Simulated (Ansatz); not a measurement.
**Equation of state of Al₂Pt from a dense series**

```yaml
crystal:
  lattice:
    - [0.00000, 2.95500, 2.95500]
    - [2.95500, 0.00000, 2.95500]
    - [2.95500, 2.95500, 0.00000]
  atoms:
    - { symbol: Al, position: [0.25000, 0.25000, 0.25000] }
    - { symbol: Al, position: [0.75000, 0.75000, 0.75000] }
    - { symbol: Pt, position: [0.00000, 0.00000, 0.00000] }
```

Atoms are numbered in the order listed.

The geometry is COD entry 9009032, unchecked; take it as a test cell.

No spin–orbit coupling, which matters for the heavy atoms here.

All numbers below come from DFT, LDA, all-electron LAPW, scalar-relativistic in Ansatz 0.2.0.

The runs use a Γ-centred 12×12×12 k mesh, Fermi–Dirac smearing of 0.08 eV, basis error target 1 meV/atom, no spin polarisation.

The cell is scaled evenly. Fractional coordinates are held (clamped ions).

```json
{"V (Å³/atom)": "16.170", "P (GPa)": "5.17"}
{"V (Å³/atom)": "16.858", "P (GPa)": "-1.22"}
{"V (Å³/atom)": "17.030", "P (GPa)": "-2.61"}
{"V (Å³/atom)": "17.202", "P (GPa)": "-3.92"}
{"V (Å³/atom)": "17.374", "P (GPa)": "-5.16"}
{"V (Å³/atom)": "17.546", "P (GPa)": "-6.33"}
{"V (Å³/atom)": "17.890", "P (GPa)": "-8.48"}
{"V (Å³/atom)": "18.234", "P (GPa)": "-10.40"}
```

(1) Fit a third-order Birch–Murnaghan curve to the pressures.

(2) Predict the pressure at the withheld volume, 16.514 Å³/atom.

## Answers

(1) P = (3B0/2)(y^(7/2) − y^(5/2))[1 + (3/4)(B0′ − 4)(y − 1)] with y = (V0/V)^(2/3) fits within 0.01 GPa for V0 = 16.714 Å³/atom, B0 = 145.2 GPa and B0′ = 4.49.

(2) There y = 1.0080, so the fit gives 1.79 GPa; the run gave 1.80 GPa.
